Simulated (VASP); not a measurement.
# GaAs under biaxial (001) strain from −2 % to +2 %: Γ gap, electron mass and distance to the L and Δ valleys at HSE06

I have to choose the sign and size of the in-plane strain for a GaAs layer whose electrons should stay light and stay at Γ. Strain from a substrate moves the gap, and with it the emission wavelength. It also moves the heavier L and Δ valleys, into which fast electrons scatter and lose mobility. My question is how the zone-centre gap and the electron mass respond to each sign of strain, and how much room is left below the other valleys.

The cells are relaxed with LDA at zero normal stress, and the band edges are HSE06 single points without spin-orbit coupling. Energies are counted from the valence-band top at Γ, and tension is positive.

## Method

The start is a typed prototype cell. The crystal was relaxed with LDA. Equal strain is imposed in the (001) plane; the strain along the normal is adjusted until the normal stress vanishes, and the atoms are relaxed with LDA. VASP 6.6.1, plane waves with PAW, cutoff 450 eV, no spin polarisation. Band edges are single points at HSE06 (no spin-orbit coupling) on these cells, k mesh 5×5×5, read on short lines of k points at the zone centre and through the valleys; energies are counted from the valence-band top at the zone centre. Masses are fitted within 0.05 1/Å of the zone centre. All levels use the PAW data sets made with LDA.

Notes on method and selection:

- A valley's energy from the valence-band top holds the shift of that top as well as the shift of the valley.
- Runs that did not converge, have known faults or may not be shown are not listed, and runs on Ansatz's PAW sets soft_1 and soft_2 are kept to separate tables.

Columns:

- strain (%): strain in the plane (tension positive).
- Γ level (eV): lowest conduction level at Γ.
- Δ valley (eV): lowest conduction level along Γ–X.
- L valley (eV): lowest conduction level at the L points.
- mass, normal (mₑ): electron mass at Γ along the normal.
- mass, plane (mₑ): electron mass at Γ in the plane.

Input lines of one member:

```
PREC = Accurate
ENCUT = 450
EDIFF = 1E-06
NELM = 100
ISMEAR = 0
SIGMA = 0.02
LREAL = .FALSE.
ALGO = Normal
LHFCALC = .TRUE.
AEXX = 0.25
GGA = PE
HFSCREEN = 0.2
LASPH = .TRUE.
NBANDS = 14
PRECFOCK = Fast
```

Command (options for logging and memory left out): `mpirun -np 4 vasp_std`

## Numbers

| member | sign of the strain | strain (%) | Γ level (eV) | Δ valley (eV) | L valley (eV) | mass, normal (mₑ) | mass, plane (mₑ) |
| --- | --- | --- | --- | --- | --- | --- | --- |
| −2 % | compression | −2.0 | 1.738 | 1.802 | 1.831 | 0.0798 | 0.0768 |
| −1 % | compression | −1.0 | 1.691 | 1.916 | 1.859 | 0.0759 | 0.0744 |
| −0.5 % | compression | −0.5 | 1.665 | 1.972 | 1.867 | 0.0738 | 0.0729 |
| 0 % | compression | 0.0 | 1.638 | 2.026 | 1.869 | 0.0716 | 0.0716 |
| 0 % | tension | 0.0 | 1.638 | 2.026 | 1.869 | 0.0716 | 0.0716 |
| +0.5 % | tension | 0.5 | 1.552 | 1.944 | 1.811 | 0.0693 | 0.0702 |
| +1 % | tension | 1.0 | 1.467 | 1.861 | 1.750 | 0.0669 | 0.0689 |
| +2 % | tension | 2.0 | 1.299 | 1.697 | 1.625 | 0.0617 | 0.0659 |

Least-squares fits to the whole series, with x = strain (%); R² and errors in the fitted variable (y, or ln y where the fit is in ln y):

| y | sign of the strain | members | fit | R² | rms residual | leave-one-out rms | the same for the mean of the others |
| --- | --- | --- | --- | --- | --- | --- | --- |
| Γ level (eV) | compression | 4 | y = 1.6394 − 0.049829 x | 1.00 | 0.0013 | 0.0038 | 0.049 |
| Γ level (eV) | tension | 4 | y = 1.6372 − 0.16937 x | 1.00 | 6.9×10⁻⁴ | 0.0020 | 0.17 |
| Δ valley (eV) | compression | 4 | y = 2.0272 + 0.11223 x | 1.00 | 9.9×10⁻⁴ | 0.0028 | 0.11 |
| Δ valley (eV) | tension | 4 | y = 2.0260 − 0.16457 x | 1.00 | 2.7×10⁻⁴ | 5.5×10⁻⁴ | 0.16 |

## Why the values move as they do

The gap shrinks from compression to tension, but with two different slopes: −0.050 eV per % on the compressive side and −0.169 eV per % on the tensile side. The kink comes from the valence band. Strain splits the three p-like levels at its top into an in-plane pair and a single level along the normal. Measured from their mean, the pair rises by one third of the splitting under compression, and the single level rises by two thirds under tension. The difference of the slopes is therefore the splitting itself, 0.16937 − 0.04983 = 0.1195 eV per %. What remains is the volume effect, −0.04983 − 0.1195 / 3 = −0.0897 eV per %: the antibonding s-like Γ level comes down as the cell expands.

The distance from Γ to L supports this reading, because the valence top cancels in it and (001) strain leaves the four L valleys equivalent. It grows from 1.867 − 1.665 = 0.202 eV at −0.5 % to 1.869 − 1.638 = 0.231 eV without strain and 1.811 − 1.552 = 0.259 eV at +0.5 %, in nearly equal steps and with no kink.

The Δ valleys do split. Under compression the in-plane ones come down while Γ goes up, and the distance from Γ falls from 0.388 eV without strain to 0.064 eV at −2 %. Under tension the valley along the normal comes down almost as fast as Γ, so the distance hardly changes and is 0.398 eV at +2 %. The nearest competitor is L in every row except −2 %, where it is Δ. Γ is the lowest conduction level in all rows.

Both masses fall steadily from compression to tension. At +2 % the normal mass is 0.0617 / 0.0716 = 0.86 of the unstrained one and the in-plane mass 0.0659 / 0.0716 = 0.92. In k·p theory an electron is lighter along a direction when the p level pointing that way lies closer below it. Tension puts the normal p level on top, which makes the normal mass the smaller one; compression puts it below the pair and reverses the order.

## Exceptions

Largest departures from the fit to the whole series:

| member | sign of the strain | Γ level (eV) | fit | computed − fit | in rms residuals |
| --- | --- | --- | --- | --- | --- |
| −1 % | compression | 1.691 | 1.689 | +0.002 | 1.4 |
| +1 % | tension | 1.467 | 1.468 | −0.001 | 1.2 |
| 0 % | tension | 1.638 | 1.637 | +0.001 | 1.2 |
| 0 % | compression | 1.638 | 1.639 | −0.001 | 1.1 |

No gap lies more than 0.002 eV from its line, so I look for exceptions elsewhere.

The L valley under compression does not follow a straight line. It drops by 0.002 eV in the first half per cent, 0.008 eV in the next and 0.028 eV from −1 % to −2 %. To first order the volume effect and the rise of the valence top nearly cancel there, which leaves the curvature exposed.

The normal mass changes less than the simplest k·p formula, 1/m = 1 + P/E, would have it, with m in mₑ and E the distance to the p level along that direction. The unstrained row gives P = (1 / 0.0716 − 1) × 1.638 = 21.2 eV. At +2 % this leads to 1 / (1 + 21.2 / 1.299) = 0.058 mₑ, against 0.0617 mₑ computed. One possible contribution is the fit range of 0.05 1/Å, over which the band already bends away from a parabola, most strongly where the gap is small. That raises the fitted mass, which is the right sign. A coupling P that varies with strain is another.

## Short exercises

**Which tension brings the gap to 1.40 eV at this level, and what are the masses there?**
The tensile line gives (1.6372 − 1.40) / 0.16937 = 1.40 %. That is 1.40 − 1.0 = 0.40 of the way from +1 % to +2 %, so by interpolation the normal mass is 0.0669 − 0.40 × (0.0669 − 0.0617) = 0.0648 mₑ and the in-plane mass is 0.0689 − 0.40 × (0.0689 − 0.0659) = 0.0677 mₑ.

**How much compression can I accept if every other valley must stay at least 0.20 eV above Γ?**
At −0.5 % the L valley is 1.867 − 1.665 = 0.202 eV above Γ and the Δ valley 1.972 − 1.665 = 0.307 eV. At −1 % the L distance is 1.859 − 1.691 = 0.168 eV, which is too small. Of the listed strains, −0.5 % is the largest compression that passes, and only just. Under tension the condition is met in every row, with L at 1.625 − 1.299 = 0.326 eV for +2 %.

**Can I use a single slope for both signs of strain?**
A line through the end rows has the slope (1.299 − 1.738) / 4 = −0.110 eV per %. At zero strain it gives (1.738 + 1.299) / 2 = 1.519 eV, which is 1.638 − 1.519 = 0.119 eV too low. That error is as large as the effect of 0.119 / 0.16937 = 0.70 % of tension or 0.119 / 0.04983 = 2.4 % of compression, so I keep the two branches apart.

## What to take away

Between −2 % and +2 %, tension gives the lighter electron and the wider distance to L, at the price of a smaller gap. I therefore choose tension, and the smallest gap the emission wavelength allows sets its size. Compression raises the gap only slowly and brings Δ close. The 0.064 eV left at −2 % is within the usual error of a hybrid functional, so I would not rely on a direct gap there.

Spin-orbit coupling would lower the gap, by roughly 0.1 eV without strain. It would also soften the tensile slope near zero strain, because the top level then rises by one third of the splitting instead of two thirds: −0.0897 − 0.1195 / 3 = −0.13 eV per %. The compressive slope would stay as it is.

LDA usually makes the lattice slightly too short, which raises the Γ gap and narrows the distance to the other valleys. Lattice vibrations, absent here, would lower the gap.

[Logs are printed without paths, hosts, clocks, repeated set-up lines and the standing remarks that a program may print on its own settings, such as how far it seeks lower states.]
